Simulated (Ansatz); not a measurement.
**KCl: an elastic constant from a strain scan**

These are results of DFT r2SCAN, scalar-relativistic, plane waves, PAW in Ansatz, not measurements. The runs took a 500 eV cutoff, a Γ-centred 6×6×6 mesh and Gaussian smearing (0.05 eV). No spin polarisation. Energies are free energies at this smearing, counted from the undisturbed cell; pressure is positive in compression.

The starting cell (as given, not relaxed at this level; it stands at -0.2 GPa):

```xyz
2
Lattice="0.0000 3.1561 3.1561 3.1561 0.0000 3.1561 3.1561 3.1561 0.0000" Properties=species:S:1:pos:R:3 pbc="T T T"
K     0.0000    0.0000    0.0000
Cl    3.1561    3.1561    3.1561
```

The cell is strained by ε times the Voigt pattern (1, 1, 0, 0, 0, 0) (xx, yy, zz, yz, xz, xy; engineering shear) with fractional coordinates fixed. The cell holds 2 atoms in V0 = 62.88 Å³. The stress column is τ = (1/V0) dE/dε, got from the stress tensor σ (compression positive) at each point as −det(1 + εP) σ : P(1 + εP)⁻¹, with P the pattern as a tensor.

| ε | ΔE (meV/atom) | τ (GPa) |
| --- | --- | --- |
| -0.0600 | 41.941 | -8.563 |
| -0.0450 | 21.095 | -5.687 |
| -0.0300 | 7.994 | -3.289 |
| -0.0150 | 1.331 | -1.300 |
| 0.0000 | 0.000 | 0.341 |
| 0.0150 | 3.048 | 1.686 |
| 0.0300 | 9.674 | 2.778 |
| 0.0450 | 19.193 | 3.657 |
| 0.0525 | 24.852 | 4.026 |
| 0.0600 | ? | ? |

Which combination of elastic constants does this scan measure, and how large is it?

For small ε, τ = τ0 + Kε with K = pᵀCp, which for this pattern is 2(C11 + C12) in the cubic axes. The parabola through τ at ε = -0.0150, 0 and 0.0150 has slope K = 100 GPa at zero. The energies per cell, E = NΔE, of the same two points give K = 2[E(ε₊)/ε₊ − E(ε₋)/ε₋]/[(ε₊ − ε₋)V0] = 99 GPa, in agreement.

Predict the withheld row at ε = 0.0600 from the harmonic law, and compare.

ΔE = V0(τ0 ε + Kε²/2)/N = 39.168 meV/atom and τ = 6.31 GPa. The calculation gives 31.023 meV/atom and 4.35 GPa: the energy lies 21 % below the harmonic value, as bonds soften when stretched.